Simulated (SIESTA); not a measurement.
Crystal: Al2Pt.

```
CELL_PARAMETERS angstrom
0.00000 2.95500 2.95500
2.95500 0.00000 2.95500
2.95500 2.95500 0.00000
ATOMIC_POSITIONS crystal
Pt 0.00000 0.00000 0.00000
Al 0.75000 0.75000 0.75000
Al 0.25000 0.25000 0.25000
```

```yaml
Program: SIESTA 5.4.2
Task: single point
Functional: PBEsol
Potentials_or_basis: PseudoDojo 0.4 standard (PBEsol files)
Basis: DZP (energy shift 0.003 Ry; two zetas on semicore shells)
Grid_cutoff: 800 Ry
Energy_shift: 0.003 Ry
k_mesh: 8 × 8 × 8
Occupations: fermi-dirac, width 0.05 eV
Spin: no spin polarisation
```

On this cell: pressure 0.1 GPa; largest force zero by symmetry; band gap on the k mesh none (metal or under the smearing width).

The same run follows on a disturbed copy (atoms moved at random, drawn with an rms of 0.05 Å):

```xyz
3
Lattice="0.0000 2.9550 2.9550 2.9550 0.0000 2.9550 2.9550 2.9550 0.0000" Properties=species:S:1:pos:R:3 pbc="T T T"
Pt   -0.0611    0.0180   -0.0098
Al    4.4234    4.4254    4.4543
Al    1.4931    1.4997    1.4770
```

Task: What changes?

Result: The energy (extrapolated to zero smearing) moves by +8.7 meV/atom; pressure 0.4 GPa; largest force 0.629 eV/Å; band gap on the k mesh none (metal or under the smearing width).

Forces on the atoms (eV/Å):
```
Pt   0.600 -0.083  0.169
Al  -0.180  0.156 -0.179
Al  -0.420 -0.072  0.010
```

Stress tensor (GPa, compression positive):
```
 0.29  0.54 -0.67
 0.54  0.49 -0.70
-0.67 -0.70  0.46
```

Caveats: short orbitals over semicore shells can move pressures by several GPa; the basis of atomic orbitals isn't converged, which shifts pressures, moduli and gaps.
